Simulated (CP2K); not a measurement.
Crystal: BaZrO3.

```
CELL_PARAMETERS angstrom
4.19134 0.00000 0.00000
0.00000 4.19134 0.00000
0.00000 0.00000 4.19134
ATOMIC_POSITIONS crystal
Ba 0.00000 0.00000 0.00000
Zr 0.50000 0.50000 0.50000
O 0.50000 0.50000 0.00000
O 0.50000 0.00000 0.50000
O 0.00000 0.50000 0.50000
```

Base run:

* Program: CP2K 2026.2
* Functional: PBE
* Potentials or basis: POTENTIAL_UZH Ba GTH-PBE-q10, Zr GTH-PBE-q12, O GTH-PBE-q6; TZVP-MOLOPT-PBE-GTH basis
* Density cutoff: 9524 eV
* k mesh: 6 × 6 × 6
* Occupations: fermi-dirac, width 0.05 eV
* Spin: no spin polarisation

Its results: pressure 5.9 GPa.

After a change of settings the same cell gave: pressure 7.9 GPa. Which change was it?
A. potentials or basis from POTENTIAL_UZH Ba GTH-PBE-q10, Zr GTH-PBE-q12, O GTH-PBE-q6; TZVP-MOLOPT-PBE-GTH basis to POTENTIAL_UZH Ba GTH-PBE-q10, Zr GTH-PBE-q12, O GTH-PBE-q6; TZV2P-MOLOPT-PBE-GTH basis; basis sets from Ba TZVP-MOLOPT-PBE-GTH-q10, Zr TZVP-MOLOPT-PBE-GTH-q12, O TZVP-MOLOPT-PBE-GTH-q6 to Ba TZV2P-MOLOPT-PBE-GTH-q10, Zr TZV2P-MOLOPT-PBE-GTH-q12, O TZV2P-MOLOPT-PBE-GTH-q6
B. potentials or basis from POTENTIAL_UZH Ba GTH-PBE-q10, Zr GTH-PBE-q12, O GTH-PBE-q6; TZVP-MOLOPT-PBE-GTH basis to POTENTIAL_UZH Ba GTH-PBE-q10, Zr GTH-PBE-q12, O GTH-PBE-q6; ccGRB-D basis; basis sets from Ba TZVP-MOLOPT-PBE-GTH-q10, Zr TZVP-MOLOPT-PBE-GTH-q12, O TZVP-MOLOPT-PBE-GTH-q6 to Ba ccGRB-D-q10, Zr ccGRB-D-q12, O ccGRB-D-q6
C. potentials or basis from POTENTIAL_UZH Ba GTH-PBE-q10, Zr GTH-PBE-q12, O GTH-PBE-q6; TZVP-MOLOPT-PBE-GTH basis to POTENTIAL_UZH Ba GTH-PBE-q10, Zr GTH-PBE-q12, O GTH-PBE-q6; DZVP-MOLOPT-PBE-GTH basis; basis sets from Ba TZVP-MOLOPT-PBE-GTH-q10, Zr TZVP-MOLOPT-PBE-GTH-q12, O TZVP-MOLOPT-PBE-GTH-q6 to Ba DZVP-MOLOPT-PBE-GTH-q10, Zr DZVP-MOLOPT-PBE-GTH-q12, O DZVP-MOLOPT-PBE-GTH-q6

B.

Caveats: the basis of atomic orbitals isn't converged, which shifts pressures, moduli and gaps.
